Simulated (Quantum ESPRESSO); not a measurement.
# Te2Mo: equation of state with PBEsol

Te2Mo, a slab with vacuum:

```
CELL_PARAMETERS angstrom
6.36161 0.00000 0.00000
0.00000 3.48040 0.00000
-0.08574 0.00000 36.17589
ATOMIC_POSITIONS crystal
Te 0.42925 0.75000 0.54070
Te 0.57075 0.25000 0.45930
Te 0.92085 0.25000 0.55653
Te 0.07915 0.75000 0.44347
Mo 0.18135 0.25000 0.49747
Mo 0.81865 0.75000 0.50253
```

- Program: Quantum ESPRESSO 7.5
- Task: equation of state
- Functional: PBEsol
- Potentials or basis: GBRV 1.5 PBEsol
- Cutoff: 612 eV
- Density cutoff: 4898 eV
- k mesh: 3 × 7 × 1
- Occupations: fermi-dirac, width 0.05 eV
- Spin: no spin polarisation
- Mixing beta: 0.5
- Most SCF iterations: 120
- SCF threshold: 1.2e-09 Ry

```json
{"Equilibrium volume": "130.69 Å³/atom", "Bulk modulus at fixed shape and positions": "19.9 GPa", "Pressure derivative of the bulk modulus": "4.6"}
```

Energy against volume, from the lowest point:
```
volume (Å³/atom)  energy (meV/atom)
         125.485              13.84
         128.155               3.15
         130.825               0.00
         133.495               3.59
         136.165              13.17
         138.835              28.11
         141.505              47.81
```

All runs of the series together: 13 min on 2 threads of Intel(R) Xeon(R) 6975P-C (Granite Rapids), on a shared host.

Caveat: the cell was scaled at fixed shape and fractional positions, which overstates the stiffness of a crystal with free parameters, most of all of layers and chains. Spin-orbit coupling is left out, which matters for the levels of Te.
